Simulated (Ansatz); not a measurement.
Consider the cleavage of the Si–Si bond: `[CH3][AlH][O][SiH2][SiH3]` + `OCCO` → `OCCO[SiH3]` + `[CH3][AlH][O][SiH3]`.

Calculated with Ansatz (gas phase, PBE0-D4/def2-TZVP geometries, no zero-point term in ΔE). CBS: MP2 limit from def2 TZ/QZ plus the TZ coupled-cluster correction, frozen cores. This one scheme is used for every species. Functionals use def2-TZVPP. B3LYP here is the variant with VWN-RPA as its local correlation; programs differ in this. One conformer a species, not always the lowest.

Question: Is it downhill or uphill in electronic energy at CCSD(T)/CBS, and by how much? (Estimate.)

Answer: The calculation gave: Downhill: ΔE = -22.3 kcal/mol.

Question: What do these levels give: PBE-D4, r2SCAN-D4, PBE0-D4, ωB97X-V, ωB97M-V, B2PLYP, r2SCAN, B3LYP, HF/def2-QZVPP, MP2/def2-QZVPP, MP2/CBS(def2), CCSD/CBS(def2)? (Estimate.)

Answer: Computed: PBE-D4 -15.5, r2SCAN-D4 -20.3, PBE0-D4 -17.5, ωB97X-V -21.6, ωB97M-V -22.7, B2PLYP -23.9, r2SCAN -20.5, B3LYP -22.9, HF/def2-QZVPP -29.6, MP2/def2-QZVPP -24.7, MP2/CBS(def2) -24.5, CCSD/CBS(def2) -23.1 kcal/mol.

Largest T1 diagnostic among the species: 0.012.

In def2-TZVPP, CCSD(T) changes the Hartree–Fock value by +6.7 kcal/mol (the triples alone add +0.9 kcal/mol) and MP2 by +4.5 kcal/mol. From PBE to PBE0 (25 % exact exchange), in def2-TZVPP and without D4, ΔE moves by −2.0 kcal/mol.
